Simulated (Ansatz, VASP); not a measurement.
## Two plane-wave programs on ZnO

```
CELL_PARAMETERS angstrom
3.19771 0.00000 0.00000
-1.59885 2.76930 0.00000
0.00000 0.00000 5.26516
ATOMIC_POSITIONS crystal
Zn 0.33333 0.66667 0.50261
Zn 0.66667 0.33333 0.00261
O 0.66667 0.33333 0.37640
O 0.33333 0.66667 0.87640
```

Change from the starting cell: in-plane strain -0.01, out-of-plane length and atoms relaxed by PAW.

Alike in both runs: functional PBEsol; k mesh 8 × 8 × 4; no spin polarisation.

Ansatz relaxed the structure, and its values are those at the end. VASP's run is a single point on that final structure, the one shown.

|  | VASP | Ansatz |
| --- | --- | --- |
| version | VASP 6.6.1 | Ansatz 0.2.0 |
| potentials or method | VASP PAW PBE potentials, release 64 (Zn, O) | PAW with Ansatz's default frozen-core files, scalar-relativistic |
| plane-wave cutoff (eV) | 520 | 420 |
| occupations | gaussian, width 0.01 eV | fixed |
| valence electrons in the cell | 36 | 36 |

```tsv
	VASP	Ansatz	Ansatz less VASP
pressure (GPa)	2.2	1.5	-0.75
```

Caveats: the PAW data sets were made with another functional, which shifts forces and pressure a little (VASP).
